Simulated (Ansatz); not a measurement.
## I (Cmce)

Level of theory: DFT r2SCAN, scalar-relativistic, plane waves, PAW in Ansatz.

Settings: cutoff 500 eV, Γ-centred mesh 8×8×4 on the computed 4-atom cell, Gaussian smearing of 0.02 eV; no spin polarisation.

The structure is relaxed at this level of theory with its symmetry kept.

The structure is orthorhombic, space group Cmce (No. 64). The conventional cell has a = 7.735 Å, b = 4.636 Å, c = 9.857 Å, α = 90.00°, β = 90.00°, γ = 90.00°. I (site symmetry m) is surrounded by 1 I at 2.77 Å.

| Property | Result |
| --- | --- |
| Volume per atom | 298.2 bohr³ |
| Formation energy from the elements' standard states (uncorrected) | 0.000 eV/atom |
| Generalised Kohn–Sham band gap | 1.23 eV, indirect from Γ to (0.458, -0.458, 0.000) (the valley at Y lies within 0.03 eV, so the order isn't resolved) |
| Löwdin character of the top 1 eV of the valence band | I 5p 99 % |
| Löwdin character of the lowest 1 eV of the conduction band | I 5p 96 % |
| Electron masses at the edge by Cartesian direction of the standard setting (m_e; degenerate bands sorted by energy; no spin-orbit coupling) | x: 9.2; y: 1.2; z: 1.1 |
| Hole masses at the edge by Cartesian direction of the standard setting (m_e; degenerate bands sorted by energy; no spin-orbit coupling) | x: 2.5; y: 0.96; z: 2.1 |
| Bulk modulus | 7.5 GPa |
| Its pressure derivative | 8.4 |
| Bader charges (e) | I (4 in the cell) 0.00 |

Spin-orbit coupling is left out, which matters for the bands of heavy elements. Each cell of I holds layers, and where no dispersion correction was added their binding is poorly described.

Cost: 8 runs of about 13 core-minutes in all, on Intel Xeon 6975P-C (Granite Rapids) (shared hosts).